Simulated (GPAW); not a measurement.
Crystal: CdSe (Cadmoselite).

```
Cd Se
1.0
     4.30000    0.00000    0.00000
    -2.15000    3.72391    0.00000
     0.00000    0.00000    7.02000
Cd Se
2 2
Direct
  0.66667 0.33333 0.50000
  0.33333 0.66667 0.00000
  0.66667 0.33333 0.88500
  0.33333 0.66667 0.38500
```

- Program: GPAW 26.7.0
- Task: relaxation of cell and atoms
- Functional: revPBE
- Dispersion: D3(BJ)
- Potentials or basis: the program's PAW data sets (release 1.2.1) made for this functional
- Cutoff: 600 eV
- Basis: pw
- k mesh: 5 × 5 × 3
- Occupations: fermi-dirac, width 0.05 eV
- Spin: no spin polarisation

At the start: pressure 0.2 GPa; volume 28.10 Å³/atom.

Q: Where does the relaxation end?

A: Over 4 steps the energy falls by 5.1 meV/atom and the volume is 28.15 Å³/atom (+0.2 %); space group P6_3mc (No. 186, to 0.05 Å).

Step by step:
```tsv
step	energy change (eV)	largest force (eV/Å)	pressure (GPa)	volume (Å³)
1	0.0000	0.2935	0.18	112.41
2	-0.0058	0.2528	0.13	112.45
3	-0.0201	0.0194	-0.03	112.64
4	-0.0203	0.0144	-0.02	112.62
```

Final structure:
```cif
data_structure
_symmetry_space_group_name_H-M 'P 1'
_symmetry_Int_Tables_number 1
_cell_length_a 4.3139
_cell_length_b 4.3139
_cell_length_c 6.9876
_cell_angle_alpha 90.000
_cell_angle_beta 90.000
_cell_angle_gamma 120.000
_cell_volume 112.62
loop_
_atom_site_label
_atom_site_type_symbol
_atom_site_fract_x
_atom_site_fract_y
_atom_site_fract_z
_atom_site_occupancy
Cd1 Cd 0.66667 0.33333 0.50371 1
Cd2 Cd 0.33333 0.66667 0.00371 1
Se1 Se 0.66667 0.33333 0.88128 1
Se2 Se 0.33333 0.66667 0.38128 1
```

Caveat: later steps reuse the first step's grids.
